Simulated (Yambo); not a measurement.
# InP (F-43m) in Yambo: further runs

Runs on InP. Level: PBE. Tasks: energy-loss spectrum, optical spectrum.

Program: Yambo 5.3.0. These are calculated values, not measurements. Logs are shortened: lines on timing, memory, paths and dates and some standing lists are left out, and cuts for length are marked.

**The experiment to reproduce.**

A printed reference work, data compilation reports, for a bulk crystal of InP at 1.6 K: band gap 1.4236 eV (direct).

The results are compared with them further down.

### Step 1. The crystal as given

Symmetry: F-43m, No. 216, cubic system. Conventional cell: a = 5.861 Å, b = 5.861 Å, c = 5.861 Å, α = 90.00°, β = 90.00°, γ = 90.00°. In (site symmetry -43m) has 4 P at 2.54 Å as nearest neighbours. Around P (site symmetry -43m) lie 4 In at 2.54 Å.

### Step 2. Energy-loss spectrum, PBE

eels10.in reads:

```
optics
chi
Chimod= "HARTREE"
% BndsRnXd
 1 | 34 |
%
NGsBlkXd= 2 Ry
% LongDrXd
 1 | 1 | 1 |
%
% QpntsRXd
 2 | 2 |
%
% EnRngeXd
 0 | 50 | eV
%
% DmRngeXd
 0.2 | 0.2 | eV
%
ETStpsXd= 200
```

scf.in reads:

```
&CONTROL
  calculation = 'scf'
  prefix = 'pwscf'
  outdir = './tmp'
  pseudo_dir = './pseudo'
/
&SYSTEM
  ibrav = 0
  nat = 2
  ntyp = 2
  ecutwfc = 70
  nbnd = 15
  occupations = 'smearing'
  smearing = 'fd'
  degauss = 0.00367493
  force_symmorphic = .true.
/
&ELECTRONS
  conv_thr = 4d-10
  electron_maxstep = 120
  mixing_beta = 0.5
/
ATOMIC_SPECIES
In   114.8180 In.upf
P     30.9738 P.upf
CELL_PARAMETERS angstrom
   0.0000000000    2.9305000000    2.9305000000
   2.9305000000    0.0000000000    2.9305000000
   2.9305000000    2.9305000000    0.0000000000
ATOMIC_POSITIONS crystal
In     0.0000000000    0.0000000000    0.0000000000
P      0.7500000000    0.7500000000    0.7500000000
K_POINTS automatic
8 8 8 0 0 0
```

nscf.in reads:

```
&CONTROL
  calculation = 'nscf'
  prefix = 'pwscf'
  outdir = './tmp'
  pseudo_dir = './pseudo'
/
&SYSTEM
  ibrav = 0
  nat = 2
  ntyp = 2
  ecutwfc = 70
  nbnd = 109
  occupations = 'fixed'
  force_symmorphic = .true.
/
&ELECTRONS
  conv_thr = 1d-08
  diago_full_acc = .true.
  diago_thr_init = 1d-06
/
ATOMIC_SPECIES
In   114.8180 In.upf
P     30.9738 P.upf
CELL_PARAMETERS angstrom
   0.0000000000    2.9305000000    2.9305000000
   2.9305000000    0.0000000000    2.9305000000
   2.9305000000    2.9305000000    0.0000000000
ATOMIC_POSITIONS crystal
In     0.0000000000    0.0000000000    0.0000000000
P      0.7500000000    0.7500000000    0.7500000000
K_POINTS automatic
6 6 6 0 0 0
```

Potentials or basis: PseudoDojo 0.4.1 SR PBE standard.

Command:

```bash
> OMP_NUM_THREADS=1 pw.x -in scf.in > scf.out
> OMP_NUM_THREADS=1 pw.x -in nscf.in > nscf.out
> cd tmp/pwscf.save; p2y; mv SAVE ../..; cd ../..
> OMP_NUM_THREADS=1 yambo
> OMP_NUM_THREADS=1 yambo -F eels10.in -J eels10 -C eels10_out
```

Yambo's report:

```text
[... sections 02.01 to 02.04 as in the set-up run ...]

  [02.05] Energies & Occupations
  ==============================

  [X] === General ===
  [X] Electronic Temperature                        :  0.000000  0.000000 [eV K]
  [X] Bosonic    Temperature                        :  0.000000  0.000000 [eV K]
  [X] Finite Temperature mode                       : no
  [X] El. density                                   :  0.35762E+24 [cm-3]
  [X] Fermi Level                                   :  7.141852 [eV]

  [X] === Gaps and Widths ===
  [X] Conduction Band Min                           :  0.711354 [eV]
  [X] Valence Band Max                              :  0.000000 [eV]
  [X] Filled Bands                                  :   9
  [X] Empty Bands                                   :   10  109
  [X] Direct Gap                                    :  0.711354 [eV]
  [X] Direct Gap localized at k                     :  1
  [X] Indirect Gap                                  :  0.711354 [eV]
  [X] Indirect Gap between kpts                     :  1  1
  [X] Last valence band width                       :  2.779553 [eV]
  [X] 1st conduction band width                     :  2.945687 [eV]

 [03] Transferred momenta grid and indexing
 ==========================================

 IBZ Q-points                                      :  16
 BZ  Q-points                                      :  216

 K/Q-points units:
 rlu = crystal or reduced units; cc = cartesian coordinates; iku = interal k-units

 Q [ 1]         [rlu]:  0.000000  0.000000  0.000000
 Q [ 2]         [rlu]: -0.14276E-17 -0.14276E-17  0.16667
 Q [ 3]         [rlu]: -0.28552E-17 -0.28552E-17  0.33333
 Q [ 4]         [rlu]: -0.10839E-15 -0.52875E-16 -0.50000
 Q [ 5]         [rlu]:  0.58249E-19  0.16667      0.16667
 Q [ 6]         [rlu]:  0.10804E-16  0.16667      0.33333
 Q [ 7]         [rlu]:  0.83704E-16  0.16667      0.50000
 Q [ 8]         [rlu]: -0.10534E-16  0.16667     -0.33333
 Q [ 9]         [rlu]:  0.28552E-17  0.16667     -0.16667
 Q [10]         [rlu]:  0.11650E-18  0.33333      0.33333
 Q [11]         [rlu]:  0.25727E-17  0.33333      0.50000
 Q [12]         [rlu]:  0.57104E-17  0.33333     -0.33333
 Q [13]         [rlu]: -0.17475E-18 -0.50000     -0.50000
 Q [14]         [rlu]:  0.166667  0.333333  0.500000
 Q [15]         [rlu]:  0.166667  0.333333 -0.333333
 Q [16]         [rlu]:  0.166667 -0.500000 -0.333333

 [WARNING] [Xd] User bands 1-34 break level degeneracy

 [04] Optics
 ===========

 [WF-X loader] Normalization (few states)  min/max  :  0.69797E-17   1.0000

 [X-CG] R(p) Tot o/o(of R):    9430   48600     100
```

Run time: 1.8 min. Hardware: 1 thread of Arm Neoverse V1, shared host; peak memory 0.35 GiB.

What came out:

```yaml
Band_gap_on_the_k_mesh_mean-field_level: 0.71 eV, direct
Peak_of_the_energy-loss_function: 14.6 eV
```

Energy-loss function at q = [0.0, 0.0, 0.16667] (reciprocal lattice):
```
energy (eV)   loss
        0.0  0.005
        2.3  0.011
        4.3  0.066
        6.5  0.136
        8.8  0.435
       10.8  0.482
       13.1  1.601
       15.3  1.995
       17.3  1.116
       19.6  0.849
       21.9  0.661
       23.9  0.423
       26.1  0.480
       28.1  0.297
       30.4  0.348
       32.7  0.262
       34.7  0.252
       36.9  0.164
       39.2  0.247
       41.2  0.197
       43.5  0.682
       45.7  0.399
       47.7  0.027
       50.0  0.012
```

Caveat: loss spectra need finer meshes, so the fine structure isn't converged; spin-orbit coupling is left out, which moves the levels of the heavy elements.

### Step 3. Optical spectrum, PBE (volume scaled by 0.96)

optics0.in reads:

```
optics
chi
Chimod= "IP"
% BndsRnXd
 1 | 34 |
%
% LongDrXd
 0 | 1 | 0 |
%
% QpntsRXd
 1 | 1 |
%
% EnRngeXd
 0 | 10 | eV
%
% DmRngeXd
 0.2 | 0.2 | eV
%
ETStpsXd= 300
```

Edit scf.in of step 2 so:

```diff
@@ -23,8 +23,8 @@
 ATOMIC_SPECIES
-In   114.8180 In.upf
-P     30.9738 P.upf
+In   114.8180 49_In_13_2.5_3.1_pbe_n_v1.0.upf
+P     30.9738 15_P_5_1.8_1.9_pbe_n_v1.0.upf
 CELL_PARAMETERS angstrom
-   0.0000000000    2.9305000000    2.9305000000
-   2.9305000000    0.0000000000    2.9305000000
-   2.9305000000    2.9305000000    0.0000000000
+   0.0000000000    2.8908937935    2.8908937935
+   2.8908937935    0.0000000000    2.8908937935
+   2.8908937935    2.8908937935    0.0000000000
 ATOMIC_POSITIONS crystal
@@ -33,2 +33,2 @@
 K_POINTS automatic
-8 8 8 0 0 0
+10 10 10 0 0 0
```

nscf.in reads:

```
&CONTROL
  calculation = 'nscf'
  prefix = 'pwscf'
  outdir = './tmp'
  pseudo_dir = './pseudo'
/
&SYSTEM
  ibrav = 0
  nat = 2
  ntyp = 2
  ecutwfc = 70
  nbnd = 34
  occupations = 'fixed'
  force_symmorphic = .true.
/
&ELECTRONS
  conv_thr = 1d-08
  diago_full_acc = .true.
  diago_thr_init = 1d-06
/
ATOMIC_SPECIES
In   114.8180 49_In_13_2.5_3.1_pbe_n_v1.0.upf
P     30.9738 15_P_5_1.8_1.9_pbe_n_v1.0.upf
CELL_PARAMETERS angstrom
   0.0000000000    2.8908937935    2.8908937935
   2.8908937935    0.0000000000    2.8908937935
   2.8908937935    2.8908937935    0.0000000000
ATOMIC_POSITIONS crystal
In     0.0000000000    0.0000000000    0.0000000000
P      0.7500000000    0.7500000000    0.7500000000
K_POINTS automatic
10 10 10 0 0 0
```

Potentials or basis: SPMS 1.0 PBE.

Command:

```bash
> OMP_NUM_THREADS=1 pw.x -in scf.in > scf.out
> OMP_NUM_THREADS=1 pw.x -in nscf.in > nscf.out
> cd tmp/pwscf.save; p2y; mv SAVE ../..; cd ../..
> OMP_NUM_THREADS=1 yambo
> OMP_NUM_THREADS=1 yambo -F optics0.in -J optics0 -C optics0_out
```

Yambo's report:

```text
[... sections 02.01 to 02.04 as in the set-up run ...]

  [02.05] Energies & Occupations
  ==============================

  [X] === General ===
  [X] Electronic Temperature                        :  0.000000  0.000000 [eV K]
  [X] Bosonic    Temperature                        :  0.000000  0.000000 [eV K]
  [X] Finite Temperature mode                       : no
  [X] El. density                                   :  0.37252E+24 [cm-3]
  [X] Fermi Level                                   :  8.131336 [eV]

  [X] === Gaps and Widths ===
  [X] Conduction Band Min                           :  0.935674 [eV]
  [X] Valence Band Max                              :  0.000000 [eV]
  [X] Filled Bands                                  :   9
  [X] Empty Bands                                   :   10   34
  [X] Direct Gap                                    :  0.935674 [eV]
  [X] Direct Gap localized at k                     :  1
  [X] Indirect Gap                                  :  0.935674 [eV]
  [X] Indirect Gap between kpts                     :  1  1
  [X] Last valence band width                       :  3.043292 [eV]
  [X] 1st conduction band width                     :  3.087462 [eV]

 [03] Transferred momenta grid and indexing
 ==========================================

 IBZ Q-points                                      :   47
 BZ  Q-points                                      :  1000

 K/Q-points units:
 rlu = crystal or reduced units; cc = cartesian coordinates; iku = interal k-units

 Q [ 1]         [rlu]:  0.000000  0.000000  0.000000
 Q [ 2]         [rlu]:  0.45522E-17 -0.23867E-17  0.10000
 Q [ 3]         [rlu]:  0.17547E-16  0.17547E-16  0.20000
 Q [ 4]         [rlu]:  0.12830E-17  0.12830E-17  0.30000
 Q [ 5]         [rlu]: -0.59237E-17 -0.59237E-17  0.40000
 Q [ 6]         [rlu]:  0.10737E-16  0.10737E-16 -0.50000
 Q [ 7]         [rlu]:  0.90644E-17  0.10000      0.10000
 Q [ 8]         [rlu]:  0.19934E-16  0.10000      0.20000
 Q [ 9]         [rlu]:  0.13924E-16  0.10000      0.30000
 Q [10]         [rlu]:  0.12830E-17  0.10000      0.40000
 Q [11]         [rlu]:  0.37163E-17  0.10000      0.50000
 Q [12]         [rlu]:  0.10737E-16  0.10000     -0.40000
 Q [13]         [rlu]:  0.59237E-17  0.10000     -0.30000
 Q [14]         [rlu]: -0.12830E-17  0.10000     -0.20000
 Q [15]         [rlu]: -0.36697E-17  0.10000     -0.10000
[... 30 lines left out ...]
 Q [46]         [rlu]:  0.200000  0.400000 -0.300000
 Q [47]         [rlu]:  0.200000 -0.500000 -0.300000

 [04] Dipoles
 ============

  [04.01] Setup: observables and procedures
  =========================================

  [WF-Oscillators/G space/Transverse up loader] Normalization (few states)  min/max  :  0.38790E-17   1.0000

  [WR./optics0//ndb.dipoles]------------------------------------------------------
   Brillouin Zone Q/K grids (IBZ/BZ)                :    47  1000    47  1000
   RL vectors                                       :   4111 [WF]
   Fragmentation                                    : yes
   Electronic Temperature                           :  0.000000 [K]
   Bosonic    Temperature                           :  0.000000 [K]
   DIP band range                                   :    1   34
   DIP band range limits                            :   9  10
   DIP e/h energy range                             : -1.000000 -1.000000 [eV]
   RL vectors in the sum                            :   4111
   [r,Vnl] included                                 : yes
   Bands ordered                                    : yes
   Direct v evaluation                              : no
   Approach used                                    : G-space v
   Dipoles computed                                 : R V P [G-space]
   Wavefunctions                                    : Perdew, Burke & Ernzerhof(X)+Perdew, Burke & Ernzerhof(C)

  [WARNING] [r,Vnl^pseudo] included in position and velocity dipoles.

  [WARNING] In case H contains other non local terms, these are neglected

 [05] Optics
 ===========

 [X-CG] R(p) Tot o/o(of R):    8786  225000     100
```

It took 1.8 min on 1 thread of Arm Neoverse V1, shared host; peak memory 0.26 GiB.

Results:

```yaml
Band_gap_on_the_k_mesh_mean-field_level: 0.94 eV, direct
Absorption_peak: 4.31 eV
Electronic_dielectric_constant_along_the_field: 11.52
```

Dielectric function (along the field direction of the input):
```
energy (eV)  real part  imaginary part
       0.27      11.63            0.74
       0.77      12.41            1.82
       1.27      11.66            1.57
       1.77      13.28            3.94
       2.31      15.24            6.37
       2.81      11.35            7.44
       3.31      11.33           10.15
       3.85      12.52           11.27
       4.35       2.50           22.99
       4.85       2.26           11.87
       5.38      -4.67           11.58
       5.89      -5.29            8.77
       6.39      -3.94            6.48
       6.92      -3.84            4.56
       7.42      -3.26            3.76
       7.93      -2.99            3.08
       8.46      -2.63            2.41
       8.96      -1.89            1.99
       9.46      -1.91            1.65
      10.00      -1.49            1.24
```

Caveat: independent-particle spectra lack excitons; spin-orbit coupling is left out, which moves the levels of the heavy elements. A k mesh can miss the band edges.

### Step 4. Optical spectrum, PBE (volume scaled by 0.96)

optics1.in reads:

```
optics
chi
Chimod= "HARTREE"
% BndsRnXd
 1 | 34 |
%
NGsBlkXd= 1 Ry
% LongDrXd
 0 | 1 | 0 |
%
% QpntsRXd
 1 | 1 |
%
% EnRngeXd
 0 | 10 | eV
%
% DmRngeXd
 0.3 | 0.3 | eV
%
ETStpsXd= 300
```

scf.in is that of step 3.

nscf.in is that of step 3.

Potentials or basis: SPMS 1.0 PBE.

Command:

```bash
> OMP_NUM_THREADS=1 pw.x -in scf.in > scf.out
> OMP_NUM_THREADS=1 pw.x -in nscf.in > nscf.out
> cd tmp/pwscf.save; p2y; mv SAVE ../..; cd ../..
> OMP_NUM_THREADS=1 yambo
> OMP_NUM_THREADS=1 yambo -F optics1.in -J optics1 -C optics1_out
```

Yambo's report:

```text
[... sections 02.01 to 02.04 as in the set-up run ...]

  [02.05] Energies & Occupations
  ==============================

  [X] === General ===
  [X] Electronic Temperature                        :  0.000000  0.000000 [eV K]
  [X] Bosonic    Temperature                        :  0.000000  0.000000 [eV K]
  [X] Finite Temperature mode                       : no
  [X] El. density                                   :  0.37252E+24 [cm-3]
  [X] Fermi Level                                   :  8.131336 [eV]

  [X] === Gaps and Widths ===
  [X] Conduction Band Min                           :  0.935674 [eV]
  [X] Valence Band Max                              :  0.000000 [eV]
  [X] Filled Bands                                  :   9
  [X] Empty Bands                                   :   10   34
  [X] Direct Gap                                    :  0.935674 [eV]
  [X] Direct Gap localized at k                     :  1
  [X] Indirect Gap                                  :  0.935674 [eV]
  [X] Indirect Gap between kpts                     :  1  1
  [X] Last valence band width                       :  3.043292 [eV]
  [X] 1st conduction band width                     :  3.087462 [eV]

 [03] Transferred momenta grid and indexing
 ==========================================

 IBZ Q-points                                      :   47
 BZ  Q-points                                      :  1000

 K/Q-points units:
 rlu = crystal or reduced units; cc = cartesian coordinates; iku = interal k-units

 Q [ 1]         [rlu]:  0.000000  0.000000  0.000000
 Q [ 2]         [rlu]:  0.45522E-17 -0.23867E-17  0.10000
 Q [ 3]         [rlu]:  0.17547E-16  0.17547E-16  0.20000
 Q [ 4]         [rlu]:  0.12830E-17  0.12830E-17  0.30000
 Q [ 5]         [rlu]: -0.59237E-17 -0.59237E-17  0.40000
 Q [ 6]         [rlu]:  0.10737E-16  0.10737E-16 -0.50000
 Q [ 7]         [rlu]:  0.90644E-17  0.10000      0.10000
 Q [ 8]         [rlu]:  0.19934E-16  0.10000      0.20000
 Q [ 9]         [rlu]:  0.13924E-16  0.10000      0.30000
 Q [10]         [rlu]:  0.12830E-17  0.10000      0.40000
 Q [11]         [rlu]:  0.37163E-17  0.10000      0.50000
 Q [12]         [rlu]:  0.10737E-16  0.10000     -0.40000
 Q [13]         [rlu]:  0.59237E-17  0.10000     -0.30000
 Q [14]         [rlu]: -0.12830E-17  0.10000     -0.20000
 Q [15]         [rlu]: -0.36697E-17  0.10000     -0.10000
[... 30 lines left out ...]
 Q [46]         [rlu]:  0.200000  0.400000 -0.300000
 Q [47]         [rlu]:  0.200000 -0.500000 -0.300000

 [04] Dipoles
 ============

  [04.01] Setup: observables and procedures
  =========================================

  [WF-Oscillators/G space/Transverse up loader] Normalization (few states)  min/max  :  0.38790E-17   1.0000

  [WR./optics1//ndb.dipoles]------------------------------------------------------
   Brillouin Zone Q/K grids (IBZ/BZ)                :    47  1000    47  1000
   RL vectors                                       :   4111 [WF]
   Fragmentation                                    : yes
   Electronic Temperature                           :  0.000000 [K]
   Bosonic    Temperature                           :  0.000000 [K]
   DIP band range                                   :    1   34
   DIP band range limits                            :   9  10
   DIP e/h energy range                             : -1.000000 -1.000000 [eV]
   RL vectors in the sum                            :   4111
   [r,Vnl] included                                 : yes
   Bands ordered                                    : yes
   Direct v evaluation                              : no
   Approach used                                    : G-space v
   Dipoles computed                                 : R V P [G-space]
   Wavefunctions                                    : Perdew, Burke & Ernzerhof(X)+Perdew, Burke & Ernzerhof(C)

  [WARNING] [r,Vnl^pseudo] included in position and velocity dipoles.

  [WARNING] In case H contains other non local terms, these are neglected

 [05] Optics
 ===========

 [X-CG] R(p) Tot o/o(of R):    8786  225000     100
```

o-optics1.eps_q1_inv_rpa_dyson:

```text
# Absorption @ Q(1):   0.00000000      1.00000000      0.00000000    [q->0 direction]
#
# [ X ] Hartree size                              :  15
# [GEN] GF Energies                               : Perdew, Burke & Ernzerhof(X)+Perdew, Burke & Ernzerhof(C)
# [GEN] Green`s Function                          : T-ordered
#
# [GEN] Gauge                                     : Length
# [GEN] [r,Vnl] included                          : yes
#
#    E[1] [eV]          Im(eps)            Re(eps)            Im(eps_o)          Re(eps_o)
#
        0.000000           0.962856           10.68042           1.006667           11.44096
        0.033445           0.963906           10.68180           1.007684           11.44234
        0.066890           0.967070           10.68593           1.010747           11.44649
        0.100334           0.972391           10.69282           1.015900           11.45339
        0.133779           0.979945           10.70248           1.023213           11.46308
        0.167224           0.989839           10.71490           1.032789           11.47554
[... 292 lines left out ...]
        9.966555           1.495109          -1.118976           1.340827          -1.481287
        10.00000           1.478964          -1.102271           1.328332          -1.460625
#
```

It took 1.8 min on 1 thread of Arm Neoverse V1, shared host; peak memory 0.59 GiB.

What came out:

```
Band gap on the k mesh, mean-field level                              : 0.94 eV, direct
Absorption peak                                                       : 4.31 eV
Electronic dielectric constant along the field                        : 10.68
Electronic dielectric constant along the field, independent particles : 11.44
```

Dielectric function (along the field direction of the input):
| energy (eV) | real part | imaginary part |
| --- | --- | --- |
| 0.27 | 10.77 | 1.04 |
| 0.77 | 11.16 | 1.97 |
| 1.27 | 10.82 | 2.06 |
| 1.77 | 11.86 | 3.76 |
| 2.31 | 12.65 | 6.30 |
| 2.81 | 9.83 | 7.73 |
| 3.31 | 9.03 | 9.39 |
| 3.85 | 8.61 | 10.33 |
| 4.35 | 3.20 | 15.56 |
| 4.85 | 0.92 | 10.03 |
| 5.38 | -2.26 | 9.73 |
| 5.89 | -2.76 | 7.41 |
| 6.39 | -2.43 | 5.65 |
| 6.92 | -2.56 | 4.49 |
| 7.42 | -2.27 | 3.61 |
| 7.93 | -1.97 | 2.99 |
| 8.46 | -1.74 | 2.48 |
| 8.96 | -1.35 | 2.01 |
| 9.46 | -1.28 | 1.85 |
| 10.00 | -1.10 | 1.48 |

Caveat: these spectra lack excitons; spin-orbit coupling is left out, which moves the levels of the heavy elements.

(Continued in part 2 of 2.)
